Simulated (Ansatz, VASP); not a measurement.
## Two plane-wave programs on Pt

```xyz
1
Lattice="0.0000 1.8992 1.9579 1.8992 0.0000 1.9579 1.8992 1.8992 0.0000" Properties=species:S:1:pos:R:3 pbc="T T T"
Pt    0.0000    0.0000    0.0000
```

Change from the starting cell: strain -0.030 along x and y, +0.000 along z, atoms carried along.

Alike in both runs: task single point; functional PBEsol; k mesh 20 × 20 × 20; occupations gaussian, width 0.15 eV; no spin polarisation.

```csv
,VASP,Ansatz
version,VASP 6.6.1,Ansatz 0.2.0
potentials or method,"VASP PAW PBE potentials, release 64 (Pt)","scalar-relativistic, plane waves, PAW"
plane-wave cutoff (eV),520,420
valence electrons in the cell,10,18
```

VASP gave:

- gap on the k mesh at the Fermi level (eV): none
- pressure (GPa): 21.1
- largest component of the traceless stress (GPa): 3.10

**Question.** Which values does Ansatz return?

**Answer.** gap on the k mesh at the Fermi level (eV): none; pressure (GPa): 21.5; largest component of the traceless stress (GPa): 3.11.

A gap of «none» marks a metal or a gap that the smearing closes. The two sets of potentials don't hold the same shells in valence.

Caveats: so large a pressure means that the cell lies far from this level's equilibrium, or that cutoff or potentials fall short (VASP); the potentials were made for another functional, which shifts forces and pressure (VASP). Spin-orbit coupling is left out, which matters for the levels of Pt.
